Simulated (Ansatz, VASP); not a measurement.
# Two plane-wave programs on HfC

The input INCAR:

```
SYSTEM = HfC
  PREC = Accurate
  ENCUT = 520
  EDIFF = 1E-7
  ISMEAR = 0
  SIGMA = 0.1
  LREAL = .False.
  LASPH = .True.
  NELM = 100
  ALGO = Normal
  ISIF = 2
  LWAVE = .False.
  LCHARG = .False.
  GGA = PE
  NBANDS = 14
```

The input KPOINTS:

```
Automatic mesh
0
Gamma
  16 16 16
  0 0 0
```

File POSCAR:

```
HfC
1.0
    0.0000000000      2.2537697580      2.2537697580
    2.2537697580      0.0000000000      2.2537697580
    2.2537697580      2.2537697580      0.0000000000
Hf C
1 1
Direct
    0.5000000000      0.5000000000      0.5000000000
    0.0000000000      0.0000000000      0.0000000000
```

Input for Ansatz:

```yaml
crystal:
  lattice:
    - [0.0, 2.253769758, 2.253769758]
    - [2.253769758, 0.0, 2.253769758]
    - [2.253769758, 2.253769758, 0.0]
  atoms:
    - { symbol: Hf, position: [0.5, 0.5, 0.5] }
    - { symbol: C, position: [0.0, 0.0, 0.0] }
basis:
  ecutwfc: 420
kpoints:
  mp_grid: { grid: [16, 16, 16] }
hamiltonian:
  xc: pbe
scf:
  occupations: { method: gaussian, width: 0.1 }
output:
  forces: true
  stress: true
  eigenvalues: true
```

Alike in both runs: task single point; functional PBE; k mesh 16 × 16 × 16; occupations gaussian, width 0.1 eV; no spin polarisation.

```csv
,VASP,Ansatz
version,VASP 6.6.1,Ansatz 0.2.0
potentials or method,"VASP PAW PBE potentials, release 64 (Hf_pv, C)","scalar-relativistic, plane waves, PAW"
plane-wave cutoff (eV),520,420
valence electrons in the cell,14,30
```

Ansatz gave:

| Item | Value |
| --- | --- |
| gap on the k mesh at the Fermi level (eV) | none |
| pressure (GPa) | 26.5 |

Question: What did VASP give for the same quantities?

Answer: gap on the k mesh at the Fermi level (eV): none; pressure (GPa): 26.3.

A gap of «none» marks a metal or a gap that the smearing closes. The two sets of potentials don't hold the same shells in valence.

Caveats: so large a pressure means that the cell lies far from this level's equilibrium, or that cutoff or potentials fall short (VASP). The runs have no spin-orbit coupling, so splittings on Hf are missing.
